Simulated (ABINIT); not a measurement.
# GaN (F-43m) in ABINIT: settings compared, part 2 of 2

ABINIT 10.8.3 (patched build). The steps go on from the part before.

**4. Band structure, PBE**

Input file run.abi:

```
# Datasets: ground state, then fixed potential
ndtset 2

# Pseudopotentials
pp_dirpath "./"
pseudos "Ga.GGA_PBE-JTH.xml, N.GGA_PBE-JTH.xml"

# Structure
acell 6.0224269985 6.0224269985 6.0224269985
rprim
     0.0000000000     0.7071067812     0.7071067812
     0.7071067812     0.0000000000     0.7071067812
     0.7071067812     0.7071067812     0.0000000000
ntypat 2
znucl 31 7
natom 2
typat 1 2
xcart
     0.0000000000     0.0000000000     0.0000000000
     2.1292494849     2.1292494849     2.1292494849

# Plane-wave basis
ecut 25.0
pawecutdg 47.0

# Exchange and correlation
ixc 11

# Bands and occupations
occopt 3
tsmear 0.00183747

# SCF cycle
nstep 100

# Output
iomode 3
prtwf 0
prteig 0
prtebands 0
enunit 2
prtden1 1
prtvha1 1
prtvclmb1 1
prtpot1 1

# Dataset 1
kptopt1 1
ngkpt1 10 10 10
nshiftk1 1
shiftk1 0.0 0.0 0.0
nband1 13
tolvrs1 1.0e-9

# Dataset 2: bands along G-X-W-K-G-L-U-W-L-K
iscf2 -2
getden2 1
nband2 17
nbdbuf2 2
tolwfr2 1.0e-12
kptopt2 -9
ndivsm2 5
prteig2 1
kptbounds2
     0.0000000000     0.0000000000     0.0000000000
     0.5000000000     0.0000000000     0.5000000000
     0.5000000000     0.2500000000     0.7500000000
     0.3750000000     0.3750000000     0.7500000000
     0.0000000000     0.0000000000     0.0000000000
     0.5000000000     0.5000000000     0.5000000000
     0.6250000000     0.2500000000     0.6250000000
     0.5000000000     0.2500000000     0.7500000000
     0.5000000000     0.5000000000     0.5000000000
     0.3750000000     0.3750000000     0.7500000000
```

Potentials or basis: JTH PAW PBE v2.0.

Launch:

```bash
$ abinit run.abi > log 2>&1
```

run.abo:

```text
.Version 10.8.3 of ABINIT
 DATASET    1 : space group F-4 3 m (#216); Bravais cF (face-center cubic)
================================================================================
 Values of the parameters that define the memory need for DATASET  1.
     intxc =       0    ionmov =       0      iscf =      17    lmnmax =      18
     lnmax =       6     mgfft =      30  mpssoang =       3    mqgrid =    3001
     natom =       2  nloc_mem =       2    nspden =       1   nspinor =       1
    nsppol =       1      nsym =      24    n1xccc =       1    ntypat =       2
    occopt =       3   xclevel =       2
       mpw =         938          nfft =       27000          nkpt =          47
 PAW method is used; the additional fine FFT grid is defined by:
   mgfftf=        40    nfftf =     64000
================================================================================
================================================================================

 DATASET    2 : space group F-4 3 m (#216); Bravais cF (face-center cubic)
================================================================================
 Values of the parameters that define the memory need for DATASET  2.
     intxc =       0    ionmov =       0      iscf =      -2    lmnmax =      18
     lnmax =       6     mgfft =      30  mpssoang =       3    mqgrid =    3001
     natom =       2  nloc_mem =       2    nspden =       1   nspinor =       1
    nsppol =       1      nsym =      24    n1xccc =       1    ntypat =       2
    occopt =       3   xclevel =       2
       mpw =         938          nfft =       27000          nkpt =          87
 PAW method is used; the additional fine FFT grid is defined by:
   mgfftf=        40    nfftf =     64000
================================================================================
================================================================================

--------------------------------------------------------------------------------
------------- Echo of variables that govern the present computation ------------
--------------------------------------------------------------------------------
 -outvars: echo values of preprocessed input variables --------
            acell      6.0224269985E+00  6.0224269985E+00  6.0224269985E+00 Bohr
              amu      6.97230000E+01  1.40067400E+01
             ecut      2.50000000E+01 Hartree
           enunit           2
           getden1          0
           getden2          1
             iscf1         17
             iscf2         -2
                       outvar_i_n : Printing only first  50 k-points.
              ixc          11
           jdtset        1    2
                       outvar_i_n : Printing only first  50 k-points.
           kptopt1          1
           kptopt2         -9
         kptrlatt       10    0    0      0   10    0      0    0   10
          kptrlen1     6.02242700E+01
          kptrlen2     3.00000000E+01
            natom           2
            nband1         13
            nband2         17
           nbdbuf1          0
           nbdbuf2          2
           ndtset           2
           ndivsm1          0
           ndivsm2          5
            ngfft          30      30      30
          ngfftdg          40      40      40
             nkpt1         47
[... 936 lines left out ...]
 Atom  Sphere_radius  Integrated_density
    1        2.10359         11.18382729
    2        1.20497          2.57328242

================================================================================

 ----iterations are completed or convergence reached----

 Mean square residual over all n,k,spin=   49.363E-14; max=  99.751E-14
 reduced coordinates (array xred) for    2 atoms
       0.000000000000      0.000000000000      0.000000000000
       0.250000000000      0.250000000000      0.250000000000

 cartesian coordinates (angstrom) at end:
    1      0.00000000000000     0.00000000000000     0.00000000000000
    2      1.12675030300373     1.12675030300373     1.12675030300373
 length scales=  6.022426998500  6.022426998500  6.022426998500 bohr
              =  3.186931119771  3.186931119771  3.186931119771 angstroms
 Eigenvalues (hartree) for nkpt=  87  k points:
 kpt#   1, nband= 17, wtk=  1.00000, kpt=  0.0000  0.0000  0.0000 (reduced coord)
  -0.37425   -0.28277   -0.28277   -0.28277   -0.27118   -0.27118    0.21155    0.21155
   0.21155    0.27449    0.58994    0.58994    0.58994    0.85821    0.90296    0.90296
   0.90296
 kpt#   2, nband= 17, wtk=  1.00000, kpt=  0.0357  0.0000  0.0357 (reduced coord)
  -0.37354   -0.28265   -0.28265   -0.28261   -0.27123   -0.27114    0.20382    0.20998
   0.20998    0.28247    0.58538    0.59153    0.59153    0.85781    0.87445    0.90625
   0.90625
 kpt#   3, nband= 17, wtk=  1.00000, kpt=  0.0714  0.0000  0.0714 (reduced coord)
  -0.37145   -0.28228   -0.28228   -0.28212   -0.27139   -0.27104    0.18695    0.20545
   0.20545    0.29993    0.57297    0.59619    0.59619    0.81486    0.88772    0.91606
   0.91606
 kpt#   4, nband= 17, wtk=  1.00000, kpt=  0.1071  0.0000  0.1071 (reduced coord)
  -0.36812   -0.28168   -0.28168   -0.28123   -0.27159   -0.27087    0.16723    0.19835
   0.19835    0.32016    0.55548    0.60361    0.60361    0.76798    0.91656    0.93224
   0.93224
 kpt#   5, nband= 17, wtk=  1.00000, kpt=  0.1429  0.0000  0.1429 (reduced coord)
[... 316 lines left out ...]
  -0.33656   -0.27889   -0.27566   -0.27254   -0.26990   -0.21094   -0.01782    0.08131
   0.14829    0.42690    0.49056    0.59351    0.65012    0.76216    0.92477    1.00384
   1.07403
 kpt#  85, nband= 17, wtk=  1.00000, kpt=  0.4028  0.4028  0.6944 (reduced coord)
  -0.33581   -0.27871   -0.27471   -0.27298   -0.26995   -0.20743   -0.01023    0.06520
   0.14192    0.41576    0.49819    0.60010    0.66332    0.74004    0.93275    1.03880
   1.08276
 kpt#  86, nband= 17, wtk=  1.00000, kpt=  0.3889  0.3889  0.7222 (reduced coord)
  -0.33527   -0.27862   -0.27391   -0.27323   -0.26991   -0.20471   -0.00509    0.05562
   0.13626    0.40462    0.50137    0.60951    0.67449    0.72215    0.94613    1.05295
   1.10185
 kpt#  87, nband= 17, wtk=  1.00000, kpt=  0.3750  0.3750  0.7500 (reduced coord)
  -0.33497   -0.27860   -0.27339   -0.27334   -0.26973   -0.20355   -0.00407    0.05521
   0.13164    0.39486    0.49998    0.61798    0.68297    0.71088    0.96490    1.05350
   1.11502
 Eigenvalues (   eV  ) for nkpt=  87  k points:
 kpt#   1, nband= 17, wtk=  1.00000, kpt=  0.0000  0.0000  0.0000 (reduced coord)
 -10.18393   -7.69454   -7.69454   -7.69454   -7.37909   -7.37909    5.75652    5.75652
   5.75652    7.46931   16.05317   16.05317   16.05317   23.35317   24.57066   24.57066
  24.57066
 kpt#   2, nband= 17, wtk=  1.00000, kpt=  0.0357  0.0000  0.0357 (reduced coord)
 -10.16456   -7.69118   -7.69118   -7.69033   -7.38057   -7.37813    5.54628    5.71394
   5.71394    7.68632   15.92903   16.09645   16.09645   23.34222   23.79512   24.66020
  24.66020
 kpt#   3, nband= 17, wtk=  1.00000, kpt=  0.0714  0.0000  0.0714 (reduced coord)
 -10.10769   -7.68123   -7.68123   -7.67698   -7.38477   -7.37526    5.08720    5.59045
   5.59045    8.16140   15.59135   16.22320   16.22320   22.17356   24.15597   24.92734
  24.92734
 kpt#   4, nband= 17, wtk=  1.00000, kpt=  0.1071  0.0000  0.1071 (reduced coord)
 -10.01705   -7.66502   -7.66502   -7.65258   -7.39021   -7.37068    4.55061    5.39726
   5.39726    8.71206   15.11526   16.42496   16.42496   20.89775   24.94083   25.36742
  25.36742
 kpt#   5, nband= 17, wtk=  1.00000, kpt=  0.1429  0.0000  0.1429 (reduced coord)
[... 317 lines left out ...]
   4.03505   11.61654   13.34871   16.15022   17.69065   20.73936   25.16433   27.31580
  29.22582
 kpt#  85, nband= 17, wtk=  1.00000, kpt=  0.4028  0.4028  0.6944 (reduced coord)
  -9.13781   -7.58417   -7.47513   -7.42816   -7.34578   -5.64435   -0.27841    1.77414
   3.86187   11.31331   13.55636   16.32959   18.04994   20.13748   25.38135   28.26714
  29.46329
 kpt#  86, nband= 17, wtk=  1.00000, kpt=  0.3889  0.3889  0.7222 (reduced coord)
  -9.12318   -7.58153   -7.45352   -7.43501   -7.34467   -5.57038   -0.13848    1.51345
   3.70779   11.01017   13.64306   16.58552   18.35385   19.65067   25.74542   28.65227
  29.98284
 kpt#  87, nband= 17, wtk=  1.00000, kpt=  0.3750  0.3750  0.7500 (reduced coord)
  -9.11506   -7.58120   -7.43924   -7.43793   -7.33984   -5.53879   -0.11069    1.50245
   3.58201   10.74476   13.60512   16.81597   18.58444   19.34396   26.25632   28.66708
  30.34130

== END DATASET(S) ==============================================================
================================================================================

 -outvars: echo values of variables after computation  --------
            acell      6.0224269985E+00  6.0224269985E+00  6.0224269985E+00 Bohr
           etotal1    -8.9138686984E+01
            fcart1    -2.4205201334E-29  4.9398370070E-31  7.4097555105E-30
                       2.4205201334E-29 -4.9398370070E-31 -7.4097555105E-30
            rprim      0.0000000000E+00  7.0710678120E-01  7.0710678120E-01
                       7.0710678120E-01  0.0000000000E+00  7.0710678120E-01
                       7.0710678120E-01  7.0710678120E-01  0.0000000000E+00
           strten1    -1.8304601310E-04 -1.8304601310E-04 -1.8304601310E-04
                       0.0000000000E+00  0.0000000000E+00  0.0000000000E+00
           xangst      0.0000000000E+00  0.0000000000E+00  0.0000000000E+00
                       1.1267503030E+00  1.1267503030E+00  1.1267503030E+00
             xred      0.0000000000E+00  0.0000000000E+00  0.0000000000E+00
                       2.5000000000E-01  2.5000000000E-01  2.5000000000E-01
 Calculation completed.
```

Run time: 83 s. Hardware: 1 thread of Intel Xeon Platinum 8259CL at 2.50GHz (Skylake/Cascade Lake), shared host; peak memory 0.12 GiB.

Results:

* Free energy: -2425.5872 eV
* Band gap on the k mesh: 1.71 eV, direct
* Valence electrons inside the program's atomic spheres: Ga 11.18; N 2.57

Levels at the corners of the path, in eV from the valence-band top:
| point | band 5 | band 6 | band 7 | band 8 | band 9 | band 10 | band 11 | band 12 | band 13 | band 14 |
| --- | --- | --- | --- | --- | --- | --- | --- | --- | --- | --- |
| Γ | -13.14 | -13.14 | 0.00 | 0.00 | 0.00 | 1.71 | 10.30 | 10.30 | 10.30 | 17.60 |
| X | -13.06 | -11.46 | -6.12 | -2.71 | -2.71 | 3.35 | 6.65 | 11.70 | 13.95 | 13.95 |
| W | -13.12 | -11.17 | -5.70 | -3.69 | -3.64 | 6.21 | 8.37 | 10.26 | 11.11 | 15.25 |
| K | -13.10 | -11.30 | -5.87 | -4.25 | -2.17 | 4.99 | 7.85 | 11.06 | 12.83 | 13.59 |
| Γ | -13.14 | -13.14 | 0.00 | 0.00 | 0.00 | 1.71 | 10.30 | 10.30 | 10.30 | 17.60 |
| L | -13.09 | -11.89 | -7.04 | -0.97 | -0.97 | 4.63 | 8.72 | 10.35 | 10.35 | 15.62 |
| U | -13.10 | -11.30 | -5.87 | -4.25 | -2.17 | 4.99 | 7.85 | 11.06 | 12.83 | 13.59 |
| W | -13.12 | -11.17 | -5.70 | -3.69 | -3.64 | 6.21 | 8.37 | 10.26 | 11.11 | 15.25 |
| L | -13.09 | -11.89 | -7.04 | -0.97 | -0.97 | 4.63 | 8.72 | 10.35 | 10.35 | 15.62 |
| K | -13.10 | -11.30 | -5.87 | -4.25 | -2.17 | 4.99 | 7.85 | 11.06 | 12.83 | 13.59 |

**5. Band structure, SOGGA**

Input file run.abi:

```
ndtset 2

pp_dirpath "./"
pseudos "Ga.GGA_PBE-JTH.xml, N.GGA_PBE-JTH.xml"

acell 3*1.0
rprim
     0.0000000000     4.2584989699     4.2584989699
     4.2584989699     0.0000000000     4.2584989699
     4.2584989699     4.2584989699     0.0000000000
ntypat 2
znucl 31 7
natom 2
typat 1 2
xred
     0.0000000000     0.0000000000     0.0000000000
     0.2500000000     0.2500000000     0.2500000000

ecut 25.0
pawecutdg 47.0

ixc -150130

occopt 3
tsmear 0.05 eV

nstep 100

iomode 3
prtwf 0
prteig 0
prtebands 0
prtden1 1

kptopt1 1
ngkpt1 10 10 10
nshiftk1 1
shiftk1 0.0 0.0 0.0
nband1 13
tolvrs1 1.0e-9

iscf2 -2
getden2 1
nband2 17
nbdbuf2 2
tolwfr2 1.0e-12
kptopt2 -9
ndivsm2 8
prteig2 1
prtvol2 -3
kptbounds2
     0.0000000000     0.0000000000     0.0000000000
     0.5000000000     0.0000000000     0.5000000000
     0.5000000000     0.2500000000     0.7500000000
     0.3750000000     0.3750000000     0.7500000000
     0.0000000000     0.0000000000     0.0000000000
     0.5000000000     0.5000000000     0.5000000000
     0.6250000000     0.2500000000     0.6250000000
     0.5000000000     0.2500000000     0.7500000000
     0.5000000000     0.5000000000     0.5000000000
     0.3750000000     0.3750000000     0.7500000000
```

Launch:

```bash
$ abinit run.abi > log 2>&1
```

It took 2 min on 1 thread of Intel Xeon Platinum 8259CL at 2.50GHz (Skylake/Cascade Lake), shared host; peak memory 0.13 GiB.

Results (log left out):

```yaml
Free_energy: -2421.9703 eV
Band_gap_on_the_k_mesh: 1.62 eV, direct
Valence_electrons_inside_the_program's_atomic_spheres: Ga 11.18; N 2.55
```

Levels at the corners of the path, in eV from the valence-band top:
| point | band 6 | band 7 | band 8 | band 9 | band 10 | band 11 | band 12 | band 13 |
| --- | --- | --- | --- | --- | --- | --- | --- | --- |
| Γ | -13.03 | 0.00 | 0.00 | 0.00 | 1.62 | 10.18 | 10.18 | 10.18 |
| X | -11.39 | -6.19 | -2.75 | -2.75 | 3.13 | 6.52 | 11.51 | 13.85 |
| W | -11.09 | -5.75 | -3.77 | -3.73 | 6.04 | 8.37 | 10.14 | 10.84 |
| K | -11.21 | -5.93 | -4.35 | -2.21 | 4.79 | 7.79 | 10.88 | 12.72 |
| Γ | -13.03 | 0.00 | 0.00 | 0.00 | 1.62 | 10.18 | 10.18 | 10.18 |
| L | -11.80 | -7.15 | -0.98 | -0.98 | 4.52 | 8.56 | 10.21 | 10.21 |
| U | -11.21 | -5.93 | -4.35 | -2.21 | 4.79 | 7.79 | 10.88 | 12.72 |
| W | -11.09 | -5.75 | -3.77 | -3.73 | 6.04 | 8.37 | 10.14 | 10.84 |
| L | -11.80 | -7.15 | -0.98 | -0.98 | 4.52 | 8.56 | 10.21 | 10.21 |
| K | -11.21 | -5.93 | -4.35 | -2.21 | 4.79 | 7.79 | 10.88 | 12.72 |

**6. Summary**

```tsv
task	level	potentials or basis	cutoff (eV)	fine-grid cutoff	gap on the mesh (eV)
equation of state	revPBE+D3(BJ)	JTH PAW PBE v2.0	680	1278.94 eV	-
band structure	BLYP	PseudoDojo NC SR PBE v0.4.1 standard	1143	-	1.81
band structure	PBE	JTH PAW PBE v2.0	680	1278.94 eV	1.71
band structure	SOGGA	JTH PAW PBE v2.0	680	1278.94 eV	1.62
```

Alike in all rows: no spin polarisation; cell as given; k mesh 10 × 10 × 10; smearing fermi-dirac 0.05 eV.

Caveats: pressures at fixed basis lie under the slope of the energies (some runs).

Total energies depend on the potentials used, so only differences within one code and one set of settings carry meaning.

**7. Against experiment**

Step 3. Measured gap of GaN: 3.299 eV (direct; 0 K; a printed reference work, textbook). This calculation gives 1.81 eV (-1.49 eV). Spin-orbit coupling on Ga is left out. The value is that of BLYP, without temperature or zero-point motion. Semilocal functionals fall short of measured gaps as a rule. The cell is a database's relaxed one, not the measured one, which moves gaps too.

Step 4. A measured gap of GaN is 3.299 eV (direct; 0 K; a printed reference work, textbook); the calculated 1.71 eV misses it by -1.59 eV. Spin-orbit coupling on Ga is left out. The value is that of PBE, without temperature or zero-point motion. Semilocal functionals fall short of measured gaps as a rule. The cell is a database's relaxed one, not the measured one, which moves gaps too.

Step 5. Measured gap of GaN: 3.299 eV (direct; 0 K; a printed reference work, textbook). This calculation gives 1.62 eV (-1.68 eV). So large a miss can be the level of theory's own, or it may mean another phase, state or a wrong row. Spin-orbit coupling on Ga is left out. The value is that of SOGGA, without temperature or zero-point motion. The cell is a database's relaxed one, not the measured one, which moves gaps too.
